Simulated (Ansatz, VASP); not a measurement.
One calculation of NaH, two programs

Contents of INCAR:

```
SYSTEM = NaH
PREC     = Accurate       ! precision mode
ENCUT    = 520            ! plane-wave cutoff, eV
EDIFF    = 1E-6           ! SCF threshold, eV
ISMEAR   = -1             ! smearing method
SIGMA    = 0.03           ! smearing width, eV
LREAL    = .FALSE.        ! projectors in reciprocal space
LASPH    = .TRUE.         ! aspherical terms in the spheres
NELM     = 60             ! most SCF steps
ALGO     = Normal         ! electronic algorithm
ISIF     = 2              ! what is computed and relaxed
LWAVE    = .FALSE.        ! write WAVECAR
LCHARG   = .TRUE.         ! write CHGCAR
LELF     = .TRUE.         ! ELF
LVHAR    = .TRUE.       
NBANDS   = 11             ! bands
```

The input KPOINTS:

```
Automatic mesh
0
G
  8 8 8
  0 0 0
```

The input POSCAR:

```
NaH
1.0
    0.0000000000      2.3864216652      2.3864216652
    2.3864216652      0.0000000000      2.3864216652
    2.3864216652      2.3864216652      0.0000000000
Na H
1 1
Direct
   -0.0600000000     -0.0600000000      0.0600000000
    0.5600000000      0.5600000000      0.4400000000
```

Input for Ansatz:

```yaml
crystal:
  lattice:
    - [0.0, 2.3864216652, 2.3864216652]
    - [2.3864216652, 0.0, 2.3864216652]
    - [2.3864216652, 2.3864216652, 0.0]
  atoms:
    - { symbol: Na, position: [-0.06, -0.06, 0.06] }
    - { symbol: H, position: [0.56, 0.56, 0.44] }
kpoints:
  mp_grid: { grid: [8, 8, 8] }
scf:
  occupations: { method: fermi_dirac, width: 0.03 }
hamiltonian:
  xc: lda
  pseudopotentials: { kind: paw }
output:
  forces: true
  stress: true
  eigenvalues: true
  populations: true
```

Change from the starting cell: shortest bond scaled by 0.76, PAW files.

Alike in both runs: task single point; functional LDA; k mesh 8 × 8 × 8; occupations fermi-dirac, width 0.03 eV; no spin polarisation.

|  | VASP | Ansatz |
| --- | --- | --- |
| version | VASP 6.6.1 | Ansatz 0.2.0 |
| potentials or method | VASP PAW LDA potentials, release 64 (Na_pv, H) | PAW with Ansatz's default frozen-core files, scalar-relativistic |
| plane-wave cutoff (eV) | 520 | 420 |
| valence electrons in the cell | 8 | 10 |

Ansatz gave:

```
gap on the k mesh at the Fermi level (eV)       : 3.36
pressure (GPa)                                  : 2.4
largest component of the traceless stress (GPa) : 8.93
rms of the force components (eV/Å)              : 0.755
```

Question: What did VASP give for the same quantities?

Answer: gap on the k mesh at the Fermi level (eV): 3.36; pressure (GPa): 2.4; largest component of the traceless stress (GPa): 8.99; rms of the force components (eV/Å): 0.760.

Atom by atom the forces differ by 0.006 eV/Å (rms over components). The two sets of potentials don't hold the same shells in valence.

Caveats: forces of over 1 eV/Å show positions far from the minimum, so gaps and moduli don't describe the material at rest. A k mesh can miss the band edges.
